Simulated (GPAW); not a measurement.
The system is AgBr.

```
Ag Br
1.0
     0.00000    2.87015    2.87015
     2.87015    0.00000    2.87015
     2.87015    2.87015    0.00000
Ag Br
1 1
Direct
  0.00000 0.00000 0.00000
  0.50000 0.50000 0.50000
```

- Program: GPAW 26.7.0
- Task: single point
- Functional: PBE
- Potentials or basis: GPAW PAW data sets (gpaw-data 1.2.1)
- Cutoff: 600 eV
- Basis: pw
- k mesh: 8 × 8 × 8
- Occupations: fermi-dirac, width 0.05 eV
- Spin: no spin polarisation

On this cell: pressure 2.5 GPa; largest force zero by symmetry; band gap on the k mesh 0.66 eV, indirect (least direct gap 2.62 eV).

The same run follows on a disturbed copy (atoms moved at random, drawn with an rms of 0.05 Å):

```
Ag Br
1.0
     0.00000    2.87015    2.87015
     2.87015    0.00000    2.87015
     2.87015    2.87015    0.00000
Ag Br
1 1
Direct
  0.00565 0.99636 0.00428
  0.51022 0.48856 0.50500
```

Q: What does the disturbed cell give?

A: The energy moves by +0.2 meV/atom; pressure 2.5 GPa; largest force 0.035 eV/Å; band gap on the k mesh 0.66 eV, indirect (least direct gap 2.61 eV).

Forces in eV/Å, atoms in the order of the input:
```
Ag  -0.026  0.020 -0.012
Br   0.026 -0.020  0.012
```

A k mesh can miss the band edges.
